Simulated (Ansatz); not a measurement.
Base system: AlP in the zinc blende structure (space group F-43m, No. 216; a = 5.4704 Å).

The values are results of PBEsol in Ansatz (plane waves to 420 eV, PAW, no spin-orbit coupling), not measurements.

Before the change:

| Item | Value |
|---|---|
| Width of the top valence band | 2.84 eV |
| Volume per atom | 20.46 Å³ |

Perturbation: every P is replaced by Sb, then cell and atoms are relaxed.

Tabulated Pauling electronegativity and covalent radius: P 2.19, 1.07 Å; Sb 2.05, 1.39 Å.

What does the calculation give for the width of the top valence band after the change?

The width of the top valence band drops by 0.11 eV, from 2.84 eV to 2.73 eV.

Estimate the effect on the volume per atom.

The volume per atom increases by 8.72 Å³ (20.46 Å³ → 29.18 Å³).

Spin-orbit coupling, missing from the scalar runs, can matter with Sb. The levels and masses belong to the bands next to the band gap. Whether these cells are dynamically stable was not tested.

Ansatz is a program for electronic structure.
